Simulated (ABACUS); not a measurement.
Dy, 1 atom in the cell. Symmetry: Im-3m, No. 229, cubic system. Conventional cell: a = 4.001 Å, b = 4.001 Å, c = 4.001 Å, α = 90.00°, β = 90.00°, γ = 90.00°. Dy (site symmetry m-3m) is surrounded by 8 Dy at 3.46 Å. This isn't the form of Dy at room conditions, which is hcp.

| Quantity | Value |
| --- | --- |
| Program | ABACUS 3.10.1 |
| Task | single point |
| Functional | PBE |
| Potentials or basis | PseudoDojo NC SR 0.4.1 PBE standard, lanthanides 3+ (f in core) |
| Cutoff | 1361 eV |
| Density cutoff | 5442 eV |
| Basis | DZP LCAO (the cutoffs set its grid) |
| k mesh | 9 × 9 × 9 |
| Occupations | fermi-dirac, width 0.05 eV |
| Spin | collinear spin, ferromagnetic start |
| Starting moments | [1.0] μB |
| Orbital files | Dy Dy_confined-atom_8au_3s2p2d1f.orb |
| Radial cutoff of the potentials (pseudo_rcut) | 10 bohr |
| SCF threshold on the density | 1e-07 |
| Max SCF steps | 100 |
| Eigensolver | genelpa |
| Mixing | broyden |
| Mixing share | 0.4 |
| Symmetry key | 1 |

Potentials or basis: PseudoDojo NC SR 0.4.1 PBE standard, lanthanides 3+ (f in core), DZP LCAO (the cutoffs set its grid).

Command:

```bash
$ OMP_NUM_THREADS=1 mpirun -np 4 abacus > log
```

Hardware: 4 MPI ranks on Intel(R) Xeon(R) CPU @ 2.60GHz (Ice Lake) (shared host).

**Question.** How long does it take, and how much memory?

**Answer.** It took 14 s on 4 MPI ranks on Intel(R) Xeon(R) CPU @ 2.60GHz (Ice Lake) (shared host), peak memory 0.44 GiB a rank. Counts: scf iterations 16, k points 35, bands 10, basis 26, ranks 4.
